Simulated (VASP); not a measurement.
# NaCl (Fm-3m) in VASP: settings compared, part 2 of 3

VASP 6.6.1. The steps go on from the part before.

## 4. Band structure, PBE0

POSCAR

```
NaCl
1.0
    0.0000000000      2.7940632177      2.7940632177
    2.7940632177      0.0000000000      2.7940632177
    2.7940632177      2.7940632177      0.0000000000
Cl Na
1 1
Direct
    0.5000000000      0.5000000000      0.5000000000
    0.0000000000      0.0000000000      0.0000000000
```

INCAR.step1

```
PREC     = Accurate       # precision mode
ENCUT    = 520            # plane-wave cutoff, eV
EDIFF    = 1E-5           # SCF threshold, eV
ISMEAR   = 0              # smearing method
SIGMA    = 0.02           # smearing width, eV
LREAL    = False          # projectors in reciprocal space
LASPH    = True           # aspherical terms in the spheres
NELM     = 60             # most SCF steps
ALGO     = Normal         # electronic algorithm
ISIF     = 2              # what is computed and relaxed
LWAVE    = True           # write WAVECAR
LCHARG   = False          # write CHGCAR
NBANDS   = 14             # bands
GGA      = PE             # functional
KPAR     = 4
```

INCAR.step2

```
PREC     = Accurate       # precision mode
ENCUT    = 520            # plane-wave cutoff, eV
EDIFF    = 1E-6           # SCF threshold, eV
ISMEAR   = 0              # smearing method
SIGMA    = 0.02           # smearing width, eV
LREAL    = False          # projectors in reciprocal space
LASPH    = True           # aspherical terms in the spheres
NELM     = 60             # most SCF steps
ALGO     = Normal         # electronic algorithm
ISIF     = 2              # what is computed and relaxed
LWAVE    = False          # write WAVECAR
LCHARG   = False          # write CHGCAR
GGA      = PE             # functional
LHFCALC  = True           # exact exchange
AEXX     = 0.25           # exact-exchange fraction
PRECFOCK = Fast         
HFRCUT   = -1           
NBANDS   = 14             # bands
ISTART   = 1            
KPAR     = 4
```

KPOINTS

```
Automatic mesh
0
Gamma
  6 6 6
```

KPOINTS_OPT

```
path GXWKGLUWLK,UX
12
line-mode
reciprocal
 0.0000000000  0.0000000000  0.0000000000  G
 0.5000000000  0.0000000000  0.5000000000  X

 0.5000000000  0.0000000000  0.5000000000  X
 0.5000000000  0.2500000000  0.7500000000  W

 0.5000000000  0.2500000000  0.7500000000  W
 0.3750000000  0.3750000000  0.7500000000  K

 0.3750000000  0.3750000000  0.7500000000  K
 0.0000000000  0.0000000000  0.0000000000  G

 0.0000000000  0.0000000000  0.0000000000  G
 0.5000000000  0.5000000000  0.5000000000  L

 0.5000000000  0.5000000000  0.5000000000  L
 0.6250000000  0.2500000000  0.6250000000  U

 0.6250000000  0.2500000000  0.6250000000  U
 0.5000000000  0.2500000000  0.7500000000  W

 0.5000000000  0.2500000000  0.7500000000  W
 0.5000000000  0.5000000000  0.5000000000  L

 0.5000000000  0.5000000000  0.5000000000  L
 0.3750000000  0.3750000000  0.7500000000  K

 0.6250000000  0.2500000000  0.6250000000  U
 0.5000000000  0.0000000000  0.5000000000  X
```

Potentials or basis: VASP PAW PBE potentials, release 64 (Cl, Na_pv).

Command:

```bash
$ cat potpaw_PBE.64/Cl/POTCAR potpaw_PBE.64/Na_pv/POTCAR > POTCAR
$ cp INCAR.step1 INCAR
$ mpirun -np 4 vasp_std > vasp.out
$ cp INCAR.step2 INCAR
$ mpirun -np 4 vasp_std > vasp.out
```

OUTCAR:

```text
PREC = Accurate
   ENCUT = 520
   EDIFF = 1E-6
   ISMEAR = 0
   LREAL = False
   LASPH = True
   NELM = 60
   ISIF = 2
   GGA = PE
   LHFCALC = True
   AEXX = 0.25
   PRECFOCK = Fast
   ISTART = 1

 ion  position               nearest neighbor table
   1  0.500  0.500  0.500-
   2  0.000  0.000  0.000-

  LATTYP: Found a face centered cubic cell.
 ALAT       =     5.5881264354

  Lattice vectors:

 A1 = (   0.0000000000,   2.7940632177,   2.7940632177)
 A2 = (   2.7940632177,   0.0000000000,   2.7940632177)
 A3 = (   2.7940632177,   2.7940632177,   0.0000000000)

Analysis of symmetry for initial positions (statically):
=====================================================================
 Subroutine PRICEL returns:
 Original cell was already a primitive cell.

 Routine SETGRP: Setting up the symmetry group for a
 face centered cubic supercell.

 Subroutine GETGRP returns: Found 48 space group operations
 (whereof 48 operations were pure point group operations)
 out of a pool of 48 trial point group operations.

[... 173 lines left out ...]
      2     -24.8096      2.00000
      3     -24.8096      2.00000
      4     -15.9196      2.00000
      5      -1.9634      2.00000
      6      -1.9634      2.00000
      7      -1.9634      2.00000
      8       5.3496      0.00000
      9      11.4506      0.00000
     10      11.4506      0.00000
     11      11.4506      0.00000
     12      13.8342      0.00000
     13      13.8342      0.00000
     14      15.1444      0.00000
[... 241 lines left out ...]
      1     -24.8278      2.00000
      2     -24.8214      2.00000
      3     -24.8198      2.00000
      4     -15.4505      2.00000
      5      -3.5967      2.00000
      6      -3.0013      2.00000
      7      -2.7719      2.00000
      8       8.7848      0.00000
      9       9.0844      0.00000
     10      10.9373      0.00000
     11      12.6461      0.00000
     12      15.9536      0.00000
     13      17.0758      0.00000
     14      17.0981      0.00000

------------------------ aborting loop because EDIFF is reached ----------------------------------------

  FORCE on cell =-STRESS in cart. coord.  units (eV):
  Direction    XX          YY          ZZ          XY          YZ          ZX
  --------------------------------------------------------------------------------------
  -------------------------------------------------------------------------------------
  Total        0.2508347      0.2508347      0.2508347      0.0000000     -0.0000000      0.0000000
  in kB        9.2121167      9.2121167      9.2121167      0.0000000     -0.0000000      0.0000000
  external PRESSURE =       9.2121167 kB  Pullay stress =       0.0000000 kB

 VOLUME and BASIS-vectors are now :
 -----------------------------------------------------------------------------
  energy-cutoff  :      520.00
  volume of cell :       43.63
      direct lattice vectors                 reciprocal lattice vectors
     0.000000000  2.794063218  2.794063218    -0.178950854  0.178950854  0.178950854
     2.794063218  0.000000000  2.794063218     0.178950854 -0.178950854  0.178950854
     2.794063218  2.794063218  0.000000000     0.178950854  0.178950854 -0.178950854

 POSITION                                       TOTAL-FORCE (eV/Angst)
 -----------------------------------------------------------------------------------
      2.79406      2.79406      2.79406        -0.000000      0.000000     -0.000000
      0.00000      0.00000      0.00000         0.000000     -0.000000      0.000000
 -----------------------------------------------------------------------------------
    total drift:                               -0.000000     -0.000000     -0.000000

  FREE ENERGIE OF THE ION-ELECTRON SYSTEM (eV)
  ---------------------------------------------------
  free  energy   TOTEN  =        -8.3905612839 eV

  energy  without entropy=       -8.3905612839  energy(sigma->0) =       -8.39056128
```

OUTCAR.step1:

```text
PREC = Accurate
   ENCUT = 520
   EDIFF = 1E-5
   ISMEAR = 0
   LREAL = False
[... 485 lines left out ...]
      2.79406      2.79406      2.79406        -0.000000     -0.000000     -0.000000
      0.00000      0.00000      0.00000         0.000000      0.000000      0.000000
 -----------------------------------------------------------------------------------
    total drift:                               -0.000000      0.000000      0.000000

  FREE ENERGIE OF THE ION-ELECTRON SYSTEM (eV)
  ---------------------------------------------------
  free  energy   TOTEN  =        -6.7657850707 eV

  energy  without entropy=       -6.7657850707  energy(sigma->0) =       -6.76578507
```

Run time: 13 min. Hardware: 4 MPI ranks of AMD EPYC 9R45 (Zen 5), shared host; peak memory 0.24 GiB.

What came out:

```
Free energy             : -8.3906 eV
Pressure                : 0.9 GPa
Band gap on the k mesh  : 7.31 eV, direct
Band gap along the path : 7.31 eV, direct
```

Levels at the corners of the path, in eV from the valence-band top:
| point | band 4 | band 5 | band 6 | band 7 | band 8 | band 9 | band 10 | band 11 |
| --- | --- | --- | --- | --- | --- | --- | --- | --- |
| Γ | -13.96 | 0.00 | 0.00 | 0.00 | 7.31 | 13.41 | 13.41 | 13.41 |
| X | -13.50 | -1.89 | -0.68 | -0.68 | 9.83 | 10.13 | 13.85 | 17.51 |
| X | -13.50 | -1.89 | -0.68 | -0.68 | 9.83 | 10.13 | 13.85 | 17.51 |
| W | -13.48 | -1.35 | -1.35 | -0.85 | 11.23 | 11.97 | 11.97 | 13.84 |
| W | -13.48 | -1.35 | -1.35 | -0.85 | 11.23 | 11.97 | 11.97 | 13.84 |
| K | -13.49 | -1.60 | -1.26 | -0.57 | 10.47 | 11.34 | 12.96 | 15.35 |
| K | -13.49 | -1.60 | -1.26 | -0.57 | 10.47 | 11.34 | 12.96 | 15.35 |
| Γ | -13.96 | 0.00 | 0.00 | 0.00 | 7.31 | 13.41 | 13.41 | 13.41 |
| Γ | -13.96 | 0.00 | 0.00 | 0.00 | 7.31 | 13.41 | 13.41 | 13.41 |
| L | -13.56 | -2.17 | -0.31 | -0.31 | 9.41 | 13.25 | 13.34 | 13.34 |
| L | -13.56 | -2.17 | -0.31 | -0.31 | 9.41 | 13.25 | 13.34 | 13.34 |
| U | -13.49 | -1.60 | -1.26 | -0.57 | 10.47 | 11.34 | 12.96 | 15.35 |
| U | -13.49 | -1.60 | -1.26 | -0.57 | 10.47 | 11.34 | 12.96 | 15.35 |
| W | -13.48 | -1.35 | -1.35 | -0.85 | 11.23 | 11.97 | 11.97 | 13.84 |
| W | -13.48 | -1.35 | -1.35 | -0.85 | 11.23 | 11.97 | 11.97 | 13.84 |
| L | -13.56 | -2.17 | -0.31 | -0.31 | 9.41 | 13.25 | 13.34 | 13.34 |
| L | -13.56 | -2.17 | -0.31 | -0.31 | 9.41 | 13.25 | 13.34 | 13.34 |
| K | -13.49 | -1.60 | -1.26 | -0.57 | 10.47 | 11.34 | 12.96 | 15.35 |
| U | -13.49 | -1.60 | -1.26 | -0.57 | 10.47 | 11.34 | 12.96 | 15.35 |
| X | -13.50 | -1.89 | -0.68 | -0.68 | 9.83 | 10.13 | 13.85 | 17.51 |

Caveat: the PAW data sets were made with another functional, which shifts forces and pressure a little.

## 5. Band structure, r2SCAN-EpsX

POSCAR is that of step 4.

INCAR.step1

```
PREC     = Accurate       # precision mode
ENCUT    = 520            # plane-wave cutoff, eV
EDIFF    = 1E-8           # SCF threshold, eV
ISMEAR   = 0              # smearing method
SIGMA    = 0.02           # smearing width, eV
LREAL    = False          # projectors in reciprocal space
LASPH    = True           # aspherical terms in the spheres
NELM     = 60             # most SCF steps
ALGO     = Normal         # electronic algorithm
ISIF     = 2              # what is computed and relaxed
LWAVE    = False          # write WAVECAR
LCHARG   = False          # write CHGCAR
GGA      = PE             # functional
LEPSILON = True           # dielectric tensor by DFPT
KPAR     = 4
```

KPOINTS.step1

```
Automatic mesh
0
G
  8 8 8
  0 0 0
```

INCAR.step2

```
PREC     = Accurate       # precision mode
ENCUT    = 520            # plane-wave cutoff, eV
EDIFF    = 1E-5           # SCF threshold, eV
ISMEAR   = 0              # smearing method
SIGMA    = 0.02           # smearing width, eV
LREAL    = False          # projectors in reciprocal space
LASPH    = True           # aspherical terms in the spheres
NELM     = 60             # most SCF steps
ALGO     = Normal         # electronic algorithm
ISIF     = 2              # what is computed and relaxed
LWAVE    = True           # write WAVECAR
LCHARG   = False          # write CHGCAR
NBANDS   = 14             # bands
GGA      = PE             # functional
KPAR     = 4
```

KPOINTS.step2

```
Automatic mesh
0
Gamma
  6 6 6
```

INCAR.step3

```
PREC     = Accurate       # precision mode
ENCUT    = 520            # plane-wave cutoff, eV
EDIFF    = 1E-6           # SCF threshold, eV
ISMEAR   = 0              # smearing method
SIGMA    = 0.02           # smearing width, eV
LREAL    = False          # projectors in reciprocal space
LASPH    = True           # aspherical terms in the spheres
NELM     = 60             # most SCF steps
ALGO     = Normal         # electronic algorithm
ISIF     = 2              # what is computed and relaxed
LWAVE    = False          # write WAVECAR
LCHARG   = False          # write CHGCAR
METAGGA  = R2SCAN         # meta-GGA
LHFCALC  = True           # exact exchange
AEXX     = 0.3958         # exact-exchange fraction
LMIXTAU  = True         
PRECFOCK = Fast         
HFRCUT   = -1           
NBANDS   = 14             # bands
ISTART   = 1            
KPAR     = 4
```

KPOINTS.step3

```
Automatic mesh
0
Gamma
  6 6 6
```

KPOINTS_OPT is that of step 4.

Potentials or basis: VASP PAW PBE potentials, release 64 (Cl, Na_pv).

Command:

```bash
$ cat potpaw_PBE.64/Cl/POTCAR potpaw_PBE.64/Na_pv/POTCAR > POTCAR
$ cp INCAR.step1 INCAR
$ cp KPOINTS.step1 KPOINTS
$ mpirun -np 4 vasp_std > vasp.out
$ cp INCAR.step2 INCAR
$ cp KPOINTS.step2 KPOINTS
$ mpirun -np 4 vasp_std > vasp.out
$ cp INCAR.step3 INCAR
$ cp KPOINTS.step3 KPOINTS
$ mpirun -np 4 vasp_std > vasp.out
```

OUTCAR:

```text
PREC = Accurate
   ENCUT = 520
   EDIFF = 1E-6
   ISMEAR = 0
   LREAL = False
   LASPH = True
   NELM = 60
   ISIF = 2
   METAGGA = R2SCAN
   LHFCALC = True
   AEXX = 0.3958
   PRECFOCK = Fast
   ISTART = 1

 ion  position               nearest neighbor table
   1  0.500  0.500  0.500-
   2  0.000  0.000  0.000-

  LATTYP: Found a face centered cubic cell.
 ALAT       =     5.5881264354

  Lattice vectors:

 A1 = (   0.0000000000,   2.7940632177,   2.7940632177)
 A2 = (   2.7940632177,   0.0000000000,   2.7940632177)
 A3 = (   2.7940632177,   2.7940632177,   0.0000000000)

Analysis of symmetry for initial positions (statically):
=====================================================================
 Subroutine PRICEL returns:
 Original cell was already a primitive cell.

 Routine SETGRP: Setting up the symmetry group for a
 face centered cubic supercell.

 Subroutine GETGRP returns: Found 48 space group operations
 (whereof 48 operations were pure point group operations)
 out of a pool of 48 trial point group operations.

The static configuration has the point symmetry O_h .

Analysis of symmetry for dynamics (positions and initial velocities):
=====================================================================
 Subroutine PRICEL returns:
 Original cell was already a primitive cell.

 Routine SETGRP: Setting up the symmetry group for a
 face centered cubic supercell.

 Subroutine GETGRP returns: Found 48 space group operations
 (whereof 48 operations were pure point group operations)
 out of a pool of 48 trial point group operations.

The dynamic configuration has the point symmetry O_h .

 Subroutine INISYM returns: Found 48 space group operations
 (whereof 48 operations are pure point group operations),
 and found     1 'primitive' translations

----------------------------------------------------------------------------------------
[... 120 lines left out ...]
   IVDW    =     0    specifies the selected vdW correction
   LEPSILON=     F    determine dielectric tensor
   LRPA    =     F    only Hartree local field effects (RPA)
 non-spin polarized calculation
 Gauss-broadening in eV      SIGMA  =   0.02
  energy-cutoff  :      520.00
  volume of cell :       43.63
 maximum number of plane-waves:      1211
 NGX is ok and might be reduce to    30
  NGX = 18; NGY = 18; NGZ = 18

 number of electron      14.0000007 magnetization

 Free energy of the ion-electron system (eV)
  ---------------------------------------------------
  ext. energy  EPLUGINS =         0.00000000
  ---------------------------------------------------
  free energy    TOTEN  =       -13.54495051 eV

  energy without entropy =      -13.54495051  energy(sigma->0) =      -13.54495051

 E-fermi :  -2.7416     XC(G=0):  -5.7595

 val. band max:       -2.9559866625   @ k =   0.0000   0.0000   0.0000
 cond. band min:       5.8597892529   @ k =   0.0000   0.0000   0.0000
 fundamental gap:      8.8157759155
 Fermi energy:        -2.7416196382

 k-point     1 :       0.0000    0.0000    0.0000
  band No.  band energies     occupation
      1     -27.4501      2.00000
      2     -27.4499      2.00000
      3     -27.4499      2.00000
      4     -17.8600      2.00000
      5      -2.9560      2.00000
      6      -2.9560      2.00000
      7      -2.9560      2.00000
      8       5.8598      0.00000
      9      11.9897      0.00000
     10      11.9897      0.00000
     11      11.9897      0.00000
     12      14.5353      0.00000
     13      14.5353      0.00000
     14      15.6109      0.00000
[... 241 lines left out ...]
      1     -27.4671      2.00000
      2     -27.4611      2.00000
      3     -27.4595      2.00000
      4     -17.3631      2.00000
      5      -4.6875      2.00000
      6      -4.0568      2.00000
      7      -3.8054      2.00000
      8       9.4617      0.00000
      9       9.5178      0.00000
     10      11.5217      0.00000
     11      13.3801      0.00000
     12      16.8054      0.00000
     13      17.9180      0.00000
     14      17.9322      0.00000

------------------------ aborting loop because EDIFF is reached ----------------------------------------

  FORCE on cell =-STRESS in cart. coord.  units (eV):
  Direction    XX          YY          ZZ          XY          YZ          ZX
  --------------------------------------------------------------------------------------
  -------------------------------------------------------------------------------------
  Total       -0.0214278     -0.0214278     -0.0214278      0.0000000     -0.0000000      0.0000000
  in kB       -0.7869550     -0.7869550     -0.7869550      0.0000000     -0.0000000      0.0000000
  external PRESSURE =      -0.7869550 kB  Pullay stress =       0.0000000 kB

 VOLUME and BASIS-vectors are now :
 -----------------------------------------------------------------------------
  energy-cutoff  :      520.00
  volume of cell :       43.63
      direct lattice vectors                 reciprocal lattice vectors
     0.000000000  2.794063218  2.794063218    -0.178950854  0.178950854  0.178950854
     2.794063218  0.000000000  2.794063218     0.178950854 -0.178950854  0.178950854
     2.794063218  2.794063218  0.000000000     0.178950854  0.178950854 -0.178950854

 POSITION                                       TOTAL-FORCE (eV/Angst)
 -----------------------------------------------------------------------------------
      2.79406      2.79406      2.79406         0.000000      0.000000      0.000000
      0.00000      0.00000      0.00000        -0.000000     -0.000000      0.000000
 -----------------------------------------------------------------------------------
    total drift:                               -0.000000     -0.000000     -0.000000

  FREE ENERGIE OF THE ION-ELECTRON SYSTEM (eV)
  ---------------------------------------------------
  free  energy   TOTEN  =       -13.5449505093 eV

  energy  without entropy=      -13.5449505093  energy(sigma->0) =      -13.54495051
```

OUTCAR.step2:

```text
PREC = Accurate
   ENCUT = 520
   EDIFF = 1E-5
   ISMEAR = 0
   LREAL = False
[... 485 lines left out ...]
      2.79406      2.79406      2.79406        -0.000000     -0.000000     -0.000000
      0.00000      0.00000      0.00000         0.000000      0.000000      0.000000
 -----------------------------------------------------------------------------------
    total drift:                               -0.000000      0.000000      0.000000

  FREE ENERGIE OF THE ION-ELECTRON SYSTEM (eV)
  ---------------------------------------------------
  free  energy   TOTEN  =        -6.7657850707 eV

  energy  without entropy=       -6.7657850707  energy(sigma->0) =       -6.76578507
```

Run time: 16 min. Hardware: 4 MPI ranks of AMD EPYC 9R45 (Zen 5), shared host; peak memory 0.22 GiB.

Results:

```yaml
Free_energy: -13.5450 eV
Pressure: -0.1 GPa
Band_gap_on_the_k_mesh: 8.82 eV, direct
Band_gap_along_the_path: 8.82 eV, direct
```

Levels at the corners of the path, in eV from the valence-band top:
| point | band 3 | band 4 | band 5 | band 6 | band 7 | band 8 | band 9 | band 10 | band 11 | band 12 |
| --- | --- | --- | --- | --- | --- | --- | --- | --- | --- | --- |
| Γ | -24.49 | -14.90 | 0.00 | 0.00 | 0.00 | 8.82 | 14.95 | 14.95 | 14.95 | 17.49 |
| X | -24.50 | -14.42 | -2.00 | -0.73 | -0.73 | 11.47 | 11.49 | 15.52 | 19.37 | 19.37 |
| X | -24.50 | -14.42 | -2.00 | -0.73 | -0.73 | 11.47 | 11.49 | 15.52 | 19.37 | 19.37 |
| W | -24.50 | -14.40 | -1.43 | -1.43 | -0.89 | 12.93 | 13.47 | 13.47 | 15.53 | 20.25 |
| W | -24.50 | -14.40 | -1.43 | -1.43 | -0.89 | 12.93 | 13.47 | 13.47 | 15.53 | 20.25 |
| K | -24.50 | -14.41 | -1.70 | -1.32 | -0.61 | 11.98 | 12.94 | 14.55 | 17.11 | 17.92 |
| K | -24.50 | -14.41 | -1.70 | -1.32 | -0.61 | 11.98 | 12.94 | 14.55 | 17.11 | 17.92 |
| Γ | -24.49 | -14.90 | 0.00 | 0.00 | 0.00 | 8.82 | 14.95 | 14.95 | 14.95 | 17.49 |
| Γ | -24.49 | -14.90 | 0.00 | 0.00 | 0.00 | 8.82 | 14.95 | 14.95 | 14.95 | 17.49 |
| L | -24.50 | -14.49 | -2.27 | -0.33 | -0.33 | 10.84 | 14.97 | 14.97 | 15.00 | 19.25 |
| L | -24.50 | -14.49 | -2.27 | -0.33 | -0.33 | 10.84 | 14.97 | 14.97 | 15.00 | 19.25 |
| U | -24.50 | -14.41 | -1.70 | -1.32 | -0.61 | 11.98 | 12.94 | 14.55 | 17.11 | 17.92 |
| U | -24.50 | -14.41 | -1.70 | -1.32 | -0.61 | 11.98 | 12.94 | 14.55 | 17.11 | 17.92 |
| W | -24.50 | -14.40 | -1.43 | -1.43 | -0.89 | 12.93 | 13.47 | 13.47 | 15.53 | 20.25 |
| W | -24.50 | -14.40 | -1.43 | -1.43 | -0.89 | 12.93 | 13.47 | 13.47 | 15.53 | 20.25 |
| L | -24.50 | -14.49 | -2.27 | -0.33 | -0.33 | 10.84 | 14.97 | 14.97 | 15.00 | 19.25 |
| L | -24.50 | -14.49 | -2.27 | -0.33 | -0.33 | 10.84 | 14.97 | 14.97 | 15.00 | 19.25 |
| K | -24.50 | -14.41 | -1.70 | -1.32 | -0.61 | 11.98 | 12.94 | 14.55 | 17.11 | 17.92 |
| U | -24.50 | -14.41 | -1.70 | -1.32 | -0.61 | 11.98 | 12.94 | 14.55 | 17.11 | 17.92 |
| X | -24.50 | -14.42 | -2.00 | -0.73 | -0.73 | 11.47 | 11.49 | 15.52 | 19.37 | 19.37 |

Caveat: the PAW data sets were made with another functional, which shifts forces and pressure a little.

[end of part 2 of 3]
